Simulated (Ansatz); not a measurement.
# What PbO (model cell, started as zinc blende) distorts into, part 2 of 3

Which phase does PbO (model cell, started as zinc blende) fall into along its unstable mode, and how much energy does it gain?

Ansatz 0.2.0; DFT PBEsol, scalar-relativistic, plane waves, PAW.

So far, highest frequency on the path or at a solved wavevector (cm⁻¹): step 2 (the dispersion) 348. Also lowest frequency on the path (cm⁻¹): step 2 -141.

The structure was built from a prototype and need not be the compound's stable phase.

## 6. Relaxation from the frozen mode

Starting from the lowest point found, all atoms and the cell are let go, so that strain and other modes of the same symmetry can join in.

The input, input.yaml:

```yaml
crystal:
  lattice:
    - [0.0, -2.7862023436, -2.7862023436]
    - [0.0, 2.7862023436, -2.7862023436]
    - [5.5724046872, 0.0, 0.0]
  atoms:
    - { symbol: Pb, position: [0.504421068, 0.504421068, 0.5] }
    - { symbol: Pb, position: [-0.004421068, -0.004421068, 0.0] }
    - { symbol: O, position: [0.0574258364, 0.4425741636, 0.75] }
    - { symbol: O, position: [0.4425741636, 0.0574258364, 0.25] }
kpoints:
  mp_grid: { grid: [8, 8, 6] }
hamiltonian:
  xc: pbesol
scf:
  occupations: { method: fixed }
output:
  forces: true
  stress: true
  eigenvalues: true
  write_density: true
  write_potential: true
  elf: true
  volumetric_format: npy
relax:
  adjacent_minimum: "off"
  f_tol: 0.002
  max_steps: 120
  cell: { stress_tol: 0.03 }
```

Launch:

```sh
ansatz run input.yaml --threads 4 --pin off --max-ram 7168MiB --backend cpu --events-out ev --progress --plain --runs-dir out
```

Numbers of over 12 decimals in the logs are rounded to 6 here.

What it wrote:

```text
[...]
Crystal: 4 atoms, lattice volume = 86.516 Å³
Basis set: ecut = 420 eV, 1715 PW (Γ), exchange–correlation on 54×54×80 points (8 copies of the dense FFT grid, shifted against one another)
Bands: 24, of which v1, the nominal top of the filled ones, is band 20 counted from 1 (19 counted from 0)
Symmetry: 4 space group operations
[...]
k-points: 84 of 384 (time reversal used)
[...]
SCF iter   1: F=—  HF=-24630.064438 eV  |F-HF|=—  |Δ(HF+E_count)|=         —  Δρ=1.84e-2  dr2=3.00e-1  ethr=1.77e-3  ⟨swp⟩=5.0  Hψ=7534  notcnv=0  defer=163
[...]
SCF iter   8: F=-24630.009442 eV  HF=-24630.009442 eV  |F-HF|=1.09e-11  |Δ(HF+E_count)|=   5.25e-8  Δρ=1.67e-6  dr2=1.64e-9  ethr=2.50e-10  ⟨swp⟩=12.6  Hψ=16971  notcnv=0
SCF 1 converged in 8 iterations: F = -24630.009442 eV  dr2 = 1.64e-9
[...]
relax step   1: F+E_penalty+E_count = -24630.00944167 eV  Δ(F+E_penalty+E_count) = +0.000e0 eV  max|allowed force component| = 4.216e-1 eV/Å  Δτ_max = 0.0000 Å  P = +0.250 GPa  Ω = 86.516 Å³  (8 SCF iters, dr2 threshold 1.00e-7 eV, accepted)
Crystal: 4 atoms, lattice volume = 84.026 Å³
Basis set: ecut = 420 eV, 1651 PW (Γ), exchange–correlation on 54×54×80 points (8 copies of the dense FFT grid, shifted against one another)
[...]
iter 1 solved again at ethr=2.65e-4 eV; its pass at ethr=3.10e-3 eV (dr2=1.06e-1 eV) is discarded
[...]
SCF iter   7: F=-24630.110994 eV  HF=-24630.110994 eV  |F-HF|=5.78e-8  |Δ(HF+E_count)|=   1.17e-6  Δρ=7.49e-6  dr2=5.63e-8  ethr=1.00e-9  ⟨swp⟩=15.6  Hψ=19757  notcnv=0
SCF 2 converged in 7 iterations: F = -24630.110994 eV  dr2 = 5.63e-8
relax step   2: F+E_penalty+E_count = -24630.11099421 eV  Δ(F+E_penalty+E_count) = -1.016e-1 eV  max|allowed force component| = 3.077e-1 eV/Å  Δτ_max = 0.1864 Å  P = -1.568 GPa  Ω = 84.026 Å³  energy of the carried Pulay correction = +4.753e-3 eV  (7 SCF iters, dr2 threshold 4.00e-7 eV, accepted)
Crystal: 4 atoms, lattice volume = 82.067 Å³
Basis set: ecut = 420 eV, 1619 PW (Γ), exchange–correlation on 54×54×80 points (8 copies of the dense FFT grid, shifted against one another)
[...]
SCF iter   7: F=-24630.154442 eV  HF=-24630.154442 eV  |F-HF|=6.44e-9  |Δ(HF+E_count)|=   1.98e-7  Δρ=3.21e-6  dr2=7.73e-9  ethr=1.00e-9  ⟨swp⟩=16.2  Hψ=19548  notcnv=0
SCF 3 converged in 7 iterations: F = -24630.154442 eV  dr2 = 7.73e-9
relax step   3: F+E_penalty+E_count = -24630.15444237 eV  Δ(F+E_penalty+E_count) = -4.345e-2 eV  max|allowed force component| = 2.418e-1 eV/Å  Δτ_max = 0.0413 Å  P = -0.713 GPa  Ω = 82.067 Å³  energy of the carried Pulay correction = +8.591e-3 eV  (7 SCF iters, dr2 threshold 4.00e-7 eV, accepted)
[... from here on, the SCF cycles and remarks between the steps are left out ...]
relax step   4: F+E_penalty+E_count = -24630.17919909 eV  Δ(F+E_penalty+E_count) = -2.476e-2 eV  max|allowed force component| = 2.401e-2 eV/Å  Δτ_max = 0.0324 Å  P = +0.086 GPa  Ω = 80.503 Å³  energy of the carried Pulay correction = +1.172e-2 eV  (6 SCF iters, dr2 threshold 4.00e-7 eV, accepted)
relax step   5: F+E_penalty+E_count = -24630.17570672 eV  Δ(F+E_penalty+E_count) = +3.492e-3 eV  max|allowed force component| = 7.381e-2 eV/Å  Δτ_max = 0.0394 Å  P = +0.455 GPa  Ω = 80.757 Å³  energy of the carried Pulay correction = +1.121e-2 eV  (7 SCF iters, dr2 threshold 1.98e-7 eV, rejected (line search))
relax step   6: F+E_penalty+E_count = -24630.17929925 eV  Δ(F+E_penalty+E_count) = -1.002e-4 eV  max|allowed force component| = 1.265e-2 eV/Å  Δτ_max = 0.0107 Å  P = -0.091 GPa  Ω = 80.835 Å³  energy of the carried Pulay correction = +1.105e-2 eV  (9 SCF iters, accepted)
relax step   7: F+E_penalty+E_count = -24630.17949202 eV  Δ(F+E_penalty+E_count) = -1.928e-4 eV  max|allowed force component| = 1.335e-3 eV/Å  Δτ_max = 0.0016 Å  P = -0.001 GPa  Ω = 80.764 Å³  energy of the carried Pulay correction = +1.119e-2 eV  (5 SCF iters, dr2 threshold 3.05e-8 eV, accepted)
relax step   8: F+E_penalty+E_count = -24630.18337574 eV  Δ(F+E_penalty+E_count) = -3.884e-3 eV  max|allowed force component| = 1.604e-3 eV/Å  Δτ_max = 0.0000 Å  P = +0.041 GPa  Ω = 80.764 Å³  stress off target by 2.90e-1 GPa  SCF on the basis re-selected at this cell (its energy is not comparable with the rows above)  (7 SCF iters)
relax step   9: F+E_penalty+E_count = -24630.18539626 eV  Δ(F+E_penalty+E_count) = -2.021e-3 eV  max|allowed force component| = 9.987e-3 eV/Å  Δτ_max = 0.0145 Å  P = +0.026 GPa  Ω = 80.467 Å³  energy of the carried Pulay correction = +6.073e-4 eV  (5 SCF iters, dr2 threshold 2.10e-7 eV, accepted)
relax step  10: F+E_penalty+E_count = -24630.18540697 eV  Δ(F+E_penalty+E_count) = -1.071e-5 eV  max|allowed force component| = 5.573e-4 eV/Å  Δτ_max = 0.0066 Å  P = +0.004 GPa  Ω = 80.541 Å³  energy of the carried Pulay correction = +4.491e-4 eV  (6 SCF iters, dr2 threshold 1.64e-8 eV, accepted)
relax step  11: F+E_penalty+E_count = -24630.18529366 eV  Δ(F+E_penalty+E_count) = +1.133e-4 eV  max|allowed force component| = 4.607e-4 eV/Å  Δτ_max = 0.0000 Å  P = +0.001 GPa  Ω = 80.541 Å³  stress off target by 5.98e-2 GPa  SCF on the basis re-selected at this cell (its energy is not comparable with the rows above)  (6 SCF iters)
relax step  12: F+E_penalty+E_count = -24630.18547647 eV  Δ(F+E_penalty+E_count) = -1.828e-4 eV  max|allowed force component| = 1.016e-4 eV/Å  Δτ_max = 0.0022 Å  P = -0.000 GPa  Ω = 80.493 Å³  energy of the carried Pulay correction = +1.028e-4 eV  (5 SCF iters, dr2 threshold 8.95e-9 eV, accepted)
[...]
SCF iter   6: F=-24630.185390 eV  HF=-24630.185390 eV  |F-HF|=1.82e-11  |Δ(HF+E_count)|=  2.18e-11  Δρ=7.90e-8  dr2=5.03e-12  ethr=1.00e-12  ⟨swp⟩=10.2  Hψ=12988  notcnv=0
SCF 13 converged in 6 iterations: F = -24630.185390 eV  dr2 = 5.03e-12
relax step  13: F+E_penalty+E_count = -24630.18538992 eV  Δ(F+E_penalty+E_count) = +8.655e-5 eV  max|allowed force component| = 1.161e-4 eV/Å  Δτ_max = 0.0000 Å  P = -0.002 GPa  Ω = 80.493 Å³  stress off target by 2.30e-2 GPa  SCF on the basis re-selected at this cell (its energy is not comparable with the rows above)  (6 SCF iters)
[...]
SCF converged after 6 iterations
Free energy (F): -24630.185390 eV
[...]
Internal energy: -24630.185390 eV  (E = F + TS)
E sigma→0 (E₀):  -24630.185390 eV
Fermi energy:    8.526052 eV
[...]
--- Forces (eV/Å), atoms counted from 1 ---
  atom   1  Pb     0.00000000     0.00000000    -0.00011605
  atom   2  Pb     0.00000000     0.00000000     0.00011605
  atom   3  O      0.00000000     0.00000809     0.00000000
  atom   4  O      0.00000000    -0.00000809     0.00000000
  max |Σ_I F_I| component: 0.00e0 eV/Å
--- Stress (GPa, compression-positive) ---
        0.005470       0.000000       0.000000
        0.000000       0.012097       0.000000
        0.000000       0.000000      -0.023016
  P = ⅓ Tr σ = -0.0018 GPa (-0.018 kbar)
--- Band table (eV; the first three rows and the last of 84) ---
  k-point 0: bands = [... 16 lower, 6.1705, 6.2246, 6.3374, 8.5261, 8.7402, 13.7041, 13.7711, 14.0687]
  k-point 1: bands = [... 16 lower, 6.0778, 6.1867, 6.4471, 7.7567, 9.6753, 13.2510, 13.7393, 14.2923]
  k-point 2: bands = [... 16 lower, 5.8795, 5.9661, 6.6768, 7.2100, 10.7214, 12.4989, 13.9181, 14.5249]
  k-point 83: bands = [... 16 lower, 4.8847, 4.8847, 7.5163, 7.5163, 11.4093, 11.4093, 11.9481, 11.9481]
--- Relaxed structure (10 steps of the walk, 9 accepted, 3 SCFs on fresh bases) ---
  F+E_penalty+E_count = -24630.18538992 eV   max|allowed force component| = 1.161e-4 eV/Å   (the final SCF, on the basis selected at the relaxed cell)
  cell:  # Å, volume = 80.4931 Å³
    - [0.0, -2.966014, -2.383029]
    - [0.0, 2.966014, -2.383029]
    - [5.694113, 0.0, 0.0]
  atoms:
    - { symbol: Pb, position: [0.551915, 0.551915, 0.5] }
    - { symbol: Pb, position: [-0.051915, -0.051915, 0.0] }
    - { symbol: O, position: [0.085771, 0.414229, 0.75] }
    - { symbol: O, position: [0.414229, 0.085771, 0.25] }
```

Elapsed: 29 s, on 4 threads of Intel Xeon 6975P-C (Granite Rapids), shared host; peak memory 0.51 GiB.

Relaxation path:

```csv
step,energy less that of the first step (eV),largest force component (eV/Å),pressure (GPa),volume (Å³)
1,0.0000,0.4216,0.25,86.52
2,-0.1016,0.3077,-1.57,84.03
3,-0.1450,0.2418,-0.71,82.07
4,-0.1698,0.0240,0.09,80.50
5,-0.1663,0.0738,0.45,80.76
6,-0.1699,0.0127,-0.09,80.84
7,-0.1701,0.0013,0.00,80.76
8*,-0.1739,0.0016,0.04,80.76
9,-0.1760,0.0100,0.03,80.47
10,-0.1760,0.0006,0.00,80.54
11*,-0.1759,0.0005,0.00,80.54
12,-0.1760,0.0001,0.00,80.49
13*,-0.1759,0.0001,0.00,80.49
```

Relaxation steps marked * repeat the geometry before them on a plane-wave basis chosen anew for their cell, so energy and pressure can jump there. Relaxation step 5 was tried and not accepted.

The run keeps the 4 symmetry operations that it works with, so distortions that break them were not tested.

```csv
cell as run,before,after,change
a (Å),3.940,3.805,-3.4 %
b (Å),3.940,3.805,-3.4 %
c (Å),5.572,5.694,+2.2 %
γ (°),90.00,102.44,+13.8 %
volume (Å³/atom),21.63,20.12,-7.0 %
```

The atoms that moved most (Å, as changes of fractional coordinates times the final cell):

```csv
atom,dx,dy,dz,length
Pb1,0.000,0.000,-0.226,0.226
Pb2,0.000,0.000,0.226,0.226
O3,0.000,-0.168,0.000,0.168
O4,0.000,0.168,0.000,0.168
```

The relaxed structure:

```xyz
4
Lattice="0.0000 -2.9660 -2.3830 0.0000 2.9660 -2.3830 5.6941 0.0000 0.0000" Properties=species:S:1:pos:R:3 pbc="T T T"
Pb    2.8471    0.0000   -2.6305
Pb    0.0000    0.0000    0.2474
O     4.2706    0.9742   -1.1915
O     1.4235   -0.9742   -1.1915
```

This step gave:

| Property | Result |
| --- | --- |
| pressure | -0.001817 GPa |
| gap on the k-mesh | 0.2142 eV |
| volume per atom | 20.12 Å³ |

Valence density in the ac plane of the conventional cell at fractional y = 0.000, with atoms of Pb within 0.2 Å of it. It is the smooth field of the valence electrons, not physical close to the nuclei.

Ten steps, logarithmic in the rise over the least value, from '0' (0.03 × 1e0 e/Å³) to '9' (9.16 × 1e0 e/Å³), each cell a mean:
```
10000135799852
11000124677642
21100012344332
32111111222223
32233321100112
23456542100011
23688863100001
24799974200000
24689864200000
23577753100001
22344432100012
32222211111122
22110112233222
21000013566532
10000125788742
10000135899853
```
Columns run along a (4.8 Å), rows up along c (5.7 Å), edges of the conventional cell, whose origin can differ from the input's. Atoms in or near the plane, at fractional coordinates: Pb at (0.30, 0.50), Pb at (0.70, 0.00).

Electrostatic potential energy in the ac plane of the conventional cell at fractional y = 0.000, with atoms of Pb within 0.2 Å of it. With pseudopotentials it is smooth inside the atoms' cores, unlike the true potential.

Ten even steps from '_' (-32 eV) to '@' (13 eV), each cell a mean:
```
@@@@@@@@@@@@%%::__::::__::##
@@@@@@@@@@@@%%++..____..++%%
@@@@@@@@@@@@@@%%**====**%%@@
@@@@@@@@@@@@@@@@%%%%%%@@@@@@
@@@@%%######%%@@@@@@@@@@@@@@
@@%%++::..::++%%@@@@@@@@@@@@
%%**..______..##@@@@@@@@@@@@
%%==__..--..__++%%@@@@@@@@@@
%%++__..::..__**%%@@@@@@@@@@
@@##--______--##@@@@@@@@@@@@
@@%%##++==++##%%@@@@@@@@@@@@
@@@@@@%%%%%%%%@@@@@@@@@@@@@@
@@@@@@@@@@@@@@%%%%####%%@@@@
@@@@@@@@@@@@%%##--....--##@@
@@@@@@@@@@@@%%==________==%%
@@@@@@@@@@@@##::__----__..##
```
Columns run along a (4.8 Å; values clipped at the 3rd and 97th percentile), rows up along c (5.7 Å), edges of the conventional cell, whose origin can differ from the input's. Atoms in or near the plane, at fractional coordinates: Pb at (0.30, 0.50), Pb at (0.70, 0.00).

ELF in the ac plane of the conventional cell at fractional y = 0.000, with atoms of Pb within 0.2 Å of it. It is the smooth field of the valence electrons, not physical close to the nuclei.

Values, 16 rows by 14 columns, each cell a mean:
```
0.12 0.07 0.04 0.03 0.09 0.33 0.46 0.45 0.22 0.05 0.05 0.21 0.34 0.22
0.23 0.21 0.12 0.05 0.06 0.21 0.39 0.46 0.41 0.28 0.27 0.33 0.27 0.21
0.46 0.40 0.22 0.09 0.06 0.10 0.22 0.36 0.42 0.41 0.36 0.26 0.22 0.34
0.58 0.45 0.23 0.14 0.15 0.16 0.15 0.18 0.24 0.25 0.21 0.18 0.30 0.51
0.51 0.34 0.21 0.24 0.32 0.34 0.30 0.20 0.13 0.10 0.10 0.16 0.35 0.52
0.30 0.22 0.27 0.35 0.38 0.43 0.44 0.38 0.22 0.08 0.05 0.11 0.26 0.35
0.17 0.26 0.33 0.20 0.12 0.22 0.43 0.46 0.38 0.14 0.04 0.05 0.11 0.15
0.16 0.32 0.29 0.06 0.01 0.06 0.34 0.47 0.44 0.20 0.04 0.02 0.04 0.08
0.16 0.30 0.31 0.11 0.03 0.11 0.37 0.47 0.42 0.18 0.04 0.03 0.06 0.10
0.21 0.22 0.32 0.31 0.26 0.35 0.46 0.44 0.31 0.11 0.04 0.08 0.17 0.23
0.41 0.26 0.23 0.31 0.38 0.42 0.39 0.29 0.15 0.08 0.07 0.14 0.32 0.45
0.57 0.40 0.22 0.18 0.24 0.25 0.21 0.16 0.15 0.16 0.14 0.17 0.35 0.54
0.55 0.45 0.24 0.11 0.09 0.11 0.15 0.25 0.33 0.34 0.28 0.21 0.26 0.44
0.35 0.32 0.18 0.07 0.05 0.14 0.31 0.42 0.44 0.39 0.36 0.31 0.23 0.26
0.16 0.13 0.08 0.04 0.07 0.27 0.44 0.46 0.32 0.15 0.15 0.28 0.31 0.20
0.10 0.05 0.03 0.03 0.10 0.36 0.47 0.44 0.17 0.02 0.02 0.17 0.35 0.23
```
Columns run along a (4.8 Å), rows up along c (5.7 Å), edges of the conventional cell, whose origin can differ from the input's. Atoms in or near the plane, at fractional coordinates: Pb at (0.30, 0.50), Pb at (0.70, 0.00).

The distorted start has space group C222_1; the relaxation ends in C222_1.

## 7. The new phase in its own primitive cell

The relaxed structure is symmetrised, reduced to its primitive cell and relaxed tightly, as its phonons need.

The input, input.yaml:

```yaml
crystal:
  lattice:
    - [2.3830290854, -2.966013514, 0.0]
    - [2.3830290854, 2.966013514, 0.0]
    - [0.0, 0.0, 5.6941131246]
  atoms:
    - { symbol: Pb, position: [0.3019149559, 0.3019149559, 0.5] }
    - { symbol: Pb, position: [0.6980850441, 0.6980850441, 0.0] }
    - { symbol: O, position: [0.1642289177, 0.8357710823, 0.25] }
    - { symbol: O, position: [0.8357710823, 0.1642289177, 0.75] }
kpoints:
  mp_grid: { grid: [8, 8, 6] }
hamiltonian:
  xc: pbesol
scf:
  occupations: { method: fixed }
output:
  forces: true
  stress: true
  eigenvalues: true
relax:
  adjacent_minimum: "off"
  f_tol: 0.001
  max_steps: 60
  cell: { stress_tol: 0.01 }
```

What it wrote:

```text
[...]
Crystal: 4 atoms, lattice volume = 80.493 Å³
Basis set: ecut = 420 eV, 1573 PW (Γ), exchange–correlation on 54×54×80 points (8 copies of the dense FFT grid, shifted against one another)
Bands: 24, of which v1, the nominal top of the filled ones, is band 20 counted from 1 (19 counted from 0)
Symmetry: 4 space group operations
[...]
k-points: 84 of 384 (time reversal used)
[...]
--- Relaxed structure (6 steps of the walk, 5 accepted, 2 SCFs on fresh bases) ---
[...]
cell:  # Å, volume = 80.4551 Å³
    - [2.378759, -2.967941, 0.0]
    - [2.378759, 2.967941, 0.0]
    - [0.0, 0.0, 5.697941]
  atoms:
    - { symbol: Pb, position: [0.302199, 0.302199, 0.5] }
    - { symbol: Pb, position: [0.697801, 0.697801, 0] }
    - { symbol: O, position: [0.164317, 0.835683, 0.25] }
    - { symbol: O, position: [0.835683, 0.164317, 0.750000] }
[key lines of the parts left out:]
SCF converged after 6 iterations
Free energy (F): -24630.185390 eV
Fermi energy:    8.535338 eV
P = ⅓ Tr σ = -0.0029 GPa (-0.029 kbar)
```

Elapsed: 15 s, on 4 threads; peak memory 0.5 GiB.

(Continued in part 3 of 3.)

[Logs are printed without paths, hosts, clocks, repeated set-up lines and the standing remarks that a program may print on its own settings, such as how far it seeks lower states.]

[Hosts, paths, dates, database ids (printed as entryN), source tags and the programs' standing remarks are cut or masked in the printed files.]
